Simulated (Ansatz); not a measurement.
## One atom moved over a plane in Sb

All numbers below come from DFT PBE, scalar-relativistic, plane waves, PAW (Ansatz 0.2.0). Settings: plane waves to 420 eV, k-mesh 12×12×12 (Γ-centred), Gaussian smearing 0.15 eV. No spin polarisation. Energies are free energies at this smearing, counted from the undisturbed cell; pressure is positive in compression.

The starting cell (as given, not relaxed at this level; it stands at 3.1 GPa):

```xyz
2
Lattice="2.1506 1.2416 3.7440 -2.1506 1.2416 3.7440 0.0000 -2.4833 3.7440" Properties=species:S:1:pos:R:3 pbc="T T T"
Sb    0.0000    0.0000    2.6242
Sb    0.0000    0.0000    8.6078
```

Atom 1 (Sb) is moved by p along (0.707, 0.707, 0.000) and q along (0.000, 0.000, 1.000) (Å), all else fixed. Points are written (p, q).

Energy above the undisturbed cell in eV/cell (a dash: not computed):

```csv
p \ q,-0.300,-0.150,0.000,0.150,0.300
-0.300,?,0.30,0.12,0.05,0.04
-0.150,0.42,–,0.03,–,0.05
0.000,0.34,0.10,0.00,0.02,0.07
0.150,?,–,–,–,–
0.300,?,–,?,–,0.05
```

Problem. Fill in the withheld energies.

Solution. (-0.300, -0.300): 0.63; (0.150, -0.300): 0.43; (0.300, -0.300): 0.72; (0.300, 0.000): 0.17.